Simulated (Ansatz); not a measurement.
# Si2Ni (Fm-3m) under uniaxial strain along [001], part 3 of 3

Wanted: the shifts of the zone-centre modes of Si2Ni (Fm-3m) with strain.

Ansatz 0.2.0; DFT PBEsol, scalar-relativistic, plane waves, PAW; PAW set soft_1.

So far, highest optical mode at the zone centre (no LO-TO term) (cm⁻¹): step 4 (zone-centre response at rest) 329; step 6 (strain 4 %) 346.

**8. Zone-centre modes of the member: uniaxial strain of -4 % along [001]**

The zone-centre modes follow for uniaxial strain of -4 % along [001].

The input, input.yaml:

```yaml
crystal:
  lattice:
    - [0.0, 2.7405356251, 2.5870019542]
    - [2.7405356251, 0.0, 2.5870019542]
    - [2.7405356251, 2.7405356251, 0.0]
  atoms:
    - { symbol: Si, position: [0.25, 0.25, 0.25] }
    - { symbol: Si, position: [0.75, 0.75, 0.75] }
    - { symbol: Ni, position: [0.0, 0.0, 0.0] }
kpoints:
  mp_grid: { grid: [16, 16, 16] }
hamiltonian:
  xc: pbesol
  pseudopotentials: { kind: paw, azcp: { folder: soft_1 }, xc_functional: pbe }
scf:
  occupations: { method: methfessel_paxton, width: 0.2 }
output:
  eigenvalues: true
phonons:
  method: dfpt
```

Started as:

```sh
> ansatz run input.yaml --threads 4 --pin off --max-ram 10240MiB --backend cpu --events-out ev --progress --plain --runs-dir out
```

Numbers of over 12 decimals in the logs are rounded to 6 here.

Output:

```text
[...]
Crystal: 3 atoms, lattice volume = 38.860 Å³
Basis set: ecut = 420 eV, 757 PW (Γ), exchange–correlation on 54×54×54 points (8 copies of the dense FFT grid, shifted against one another)
Bands: 17, of which v1, the nominal top of the filled ones, is band 13 counted from 1 (12 counted from 0)
Symmetry: 16 space group operations
k-points: 621 of 4096 (irreducible under 4 space group operations, time reversal used)
[...]
k-point 2: bands = [... 9 lower, 9.8247, 12.5047, 14.0312, 14.2061, 14.2793, 16.2308, 16.2545, 17.2198]
  k-point 620: bands = [... 9 lower, 9.7175, 9.7175, 9.9641, 10.1958, 12.7561, 14.4785, 21.2326, 21.6560]
[...]
ASR residual: 3.293e-5 → 0.000e0 eV/Å²; symmetrization residual: 7.994e-7 eV/Å²
  ASR residual per site (eV/Å²): 3.75e-6 3.75e-6 3.29e-5
  Γ frequencies (cm⁻¹): 0.00 0.00 0.00 308.99 313.50 313.50 316.66 316.66 386.38
[...]
[key lines of the parts left out:]
SCF converged after 12 iterations
Free energy (F): -7049.309766 eV
Fermi energy:    13.384097 eV
```

It took 42 s on 4 threads of Arm Neoverse V2, shared host; peak memory 1.4 GiB; 2.6 min of CPU time.

This step gave:

```yaml
sum_rule_residual_before_enforcement: 3.29e-5 eV/Å²
highest_optical_mode_at_the_zone_centre_no_lo_to_term: 386.4 cm⁻¹
lowest_optical_zone_centre_mode: 309.0 cm⁻¹
```

Patterns of degenerate modes are one choice out of their space. Modes at Γ, with each element's share of the kinetic energy:

| mode | frequency (cm⁻¹) | symmetry | Si % | Ni % |
| --- | --- | --- | --- | --- |
| 1 | 0.0 | acoustic | 49 | 51 |
| 2 | 0.0 | acoustic | 49 | 51 |
| 3 | 0.0 | acoustic | 49 | 51 |
| 4 | 309.0 | A2u | 51 | 49 |
| 5 | 313.5 | Eg | 100 | 0 |
| 6 | 313.5 | Eg | 100 | 0 |
| 7 | 316.7 | Eu | 51 | 49 |
| 8 | 316.7 | Eu | 51 | 49 |
| 9 | 386.4 | B1g | 100 | 0 |

Displacements in mode 4 (309.0 cm⁻¹), the largest set to 1:
```
Si1  0.00  0.00 -1.00
Si2  0.00  0.00 -1.00
Ni3  0.00  0.00  0.96
```

Displacements in mode 8 (316.7 cm⁻¹), the largest set to 1:
```
Si1  0.00 -1.00  0.00
Si2  0.00 -1.00  0.00
Ni3  0.00  0.96  0.00
```

The lowest optical mode is real, 309 cm⁻¹, and the highest lies at 386.4 cm⁻¹.

For the highest optical mode at the zone centre (no LO-TO term), step 4 gave 329 cm⁻¹; this run, with strain -4 %, gives 386 cm⁻¹ (+17 %).

**9. All members side by side**

The members are set side by side, also those not shown above.

Stress is positive in compression; energies are extrapolated to zero smearing, and E0 is that at rest; the edges not held and the atoms are relaxed in each cell; all runs use 16×16×16 k points and Methfessel-Paxton smearing of 0.2 eV. State of the crystal along the series:

| strain (%) | stress along the axis (GPa) | free strain along [100] (%) | free strain along [010] (%) | E - E0 (meV/atom) |
| --- | --- | --- | --- | --- |
| -4 | 3.431 | 1.697 | 1.697 | 5.37 |
| -3 | 2.454 | 1.276 | 1.276 | 2.902 |
| -2 | 1.567 | 0.8507 | 0.8507 | 1.238 |
| -1 | 0.7549 | 0.4261 | 0.4261 | 0.3014 |
| 0 | -3.20e-4 | 0 | 0 | 0 |
| 1 | -0.7647 | -0.4153 | -0.4153 | 0.3081 |
| 2 | -1.563 | -0.8175 | -0.8175 | 1.221 |
| 3 | -2.453 | -1.202 | -1.202 | 2.788 |
| 4 | -3.433 | -1.571 | -1.571 | 5.11 |

Optical modes are counted from below at rest and tracked from member to member by their patterns, and modes that stay within 0.3 cm⁻¹ of each other stand once; labels, where given, are those at rest, then, where named, those of the strained cell; the edges not held and the atoms are relaxed in each cell; all runs use 16×16×16 k points and Methfessel-Paxton smearing of 0.2 eV. Optical modes along the series:

| strain (%) | optical mode 1 T1u to Eu pair part (cm⁻¹) | optical mode 2 T1u to A2u single part (cm⁻¹) | optical mode 3 T2g single part (cm⁻¹) | optical mode 4 T2g to Eg pair part (cm⁻¹) |
| --- | --- | --- | --- | --- |
| -4 | 316.7 | 309 | 386.4 | 313.5 |
| -3 | 315.3 | 309.4 | 371 | 318.6 |
| -2 | 313.8 | 309.8 | 356.1 | 322.2 |
| -1 | 312.3 | 310.3 | 342.1 | 325.1 |
| 0 | 310.8 | 310.8 | 329.1 | 329.1 |
| 1 | 308.9 | 310.9 | 317.8 | 333.6 |
| 2 | 306.9 | 310.8 | 309 | 338.1 |
| 3 | 304.6 | 310.4 | 302.3 | 342.4 |
| 4 | 302.1 | 309.7 | 295.8 | 345.7 |

Value and slope at zero strain of a cubic (a lower polynomial where under five rows exist) through the rows within 2 % of rest. Slopes at rest:

| mode | frequency (cm⁻¹) | shift per percent of strain (cm⁻¹) | shift per GPa of compressive stress (cm⁻¹) |
| --- | --- | --- | --- |
| optical mode 1 T1u to Eu pair part | 310.7 | -1.66 | 2.21 |
| optical mode 2 T1u to A2u single part | 310.7 | 0.32 | -0.42 |
| optical mode 3 T2g single part | 329.1 | -12.25 | 16.29 |
| optical mode 4 T2g to Eg pair part | 329 | 4.34 | -5.77 |

**10. Results**

```
members                                                          : 9
highest optical mode at the zone centre (no LO-TO term), at rest : 329.1 cm⁻¹
Young’s modulus along [001]                                      : 75.2 GPa
optical mode 1 T1u to Eu pair part, shift per percent            : -1.66 cm⁻¹
optical mode 2 T1u to A2u single part, shift per percent         : 0.32 cm⁻¹
optical mode 3 T2g single part, shift per percent                : -12.25 cm⁻¹
optical mode 4 T2g to Eg pair part, shift per percent            : 4.34 cm⁻¹
```

**Reading.** The stress changes by 0.75 GPa for each percent, a Young’s modulus of 75 GPa along [001]. For each percent the free edge responds with -0.42 %. The strain lowers the symmetry: the level at 329.1 cm⁻¹ splits, into 386.4 and 313.5 cm⁻¹ at -4 %. Within 2 % of rest optical mode 2 T1u to A2u single part bends away from a straight line, so a single slope holds only near rest. The fastest shift in the table of slopes is -12.2 cm⁻¹ for each percent (optical mode 3 T2g single part), or 16.3 cm⁻¹ for each GPa of compressive stress. For small strain, the measured shift of a line that Raman or infrared light can see, divided by its slope, estimates the stress, if the state of stress is of this kind. These are harmonic frequencies at zero temperature: anharmonic shifts, linewidths and thermal expansion are left out. With no gap, or one that is small against the smearing, the frequencies hang on the k mesh and the smearing, most of all near Kohn anomalies. The runs are without spin polarisation, although Ni often carries a moment. The PAW files were made for PBE; the program adapts parts of them to the functional of the run, but their partial waves stay those of PBE, an approximation that was not tested in this session. Only the zone centre was solved, so an instability at another wavevector cannot show here.

[Logs are printed without paths, hosts, clocks, repeated set-up lines and the standing remarks that a program may print on its own settings, such as how far it seeks lower states.]

[Hosts, paths, dates, database ids (printed as entryN), source tags and the programs' standing remarks are cut or masked in the printed files.]
